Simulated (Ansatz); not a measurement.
# Stiffness of compounds in space group Fm-3m

The calculation used DFT, PBE, all-electron LAPW, scalar-relativistic (Ansatz 0.2.0).

All compounds have space group Fm-3m with 1 atom in the primitive cell. V0, B0 and B0′ come from third-order Birch–Murnaghan fits to pressures at five volumes, with shape and internal coordinates held; prototypes and MP cells needn't be known phases. No run is spin-polarised.

Spin–orbit coupling is left out, though it moves levels of the heavy atoms by tenths of an eV or more.

Lu: Lu 4a (0.000 0.000 0.000); fcc type, relaxed by us; 15×15×15 mesh, smearing 0.05 eV; no spin
Br: Br 4a (0.000 0.000 0.000); fcc type, relaxed by us; 16×16×16 mesh, smearing 0.03 eV; no spin
Bi: Bi 4a (0.000 0.000 0.000); fcc type, relaxed by us; 16×16×16 mesh, smearing 0.05 eV; no spin
Al: Al 4a (0.000 0.000 0.000); COD 4313206, reported; 14×14×14 mesh, smearing 0.05 eV; no spin
Nb: Nb 4a (0.000 0.000 0.000); COD 1534903, reported; 13×13×13 mesh, smearing 0.08 eV; no spin
Pb: Pb 4a (0.000 0.000 0.000); fcc type, relaxed by us; 13×13×13 mesh, smearing 0.05 eV; no spin

(1) Order the compounds by bulk modulus, lowest first.
A. Al
B. Nb
C. Bi
D. Br
E. Pb
F. Lu

## Answers

(1) D (28 GPa), E (38 GPa), F (42 GPa), C (51 GPa), A (77 GPa), B (165 GPa).
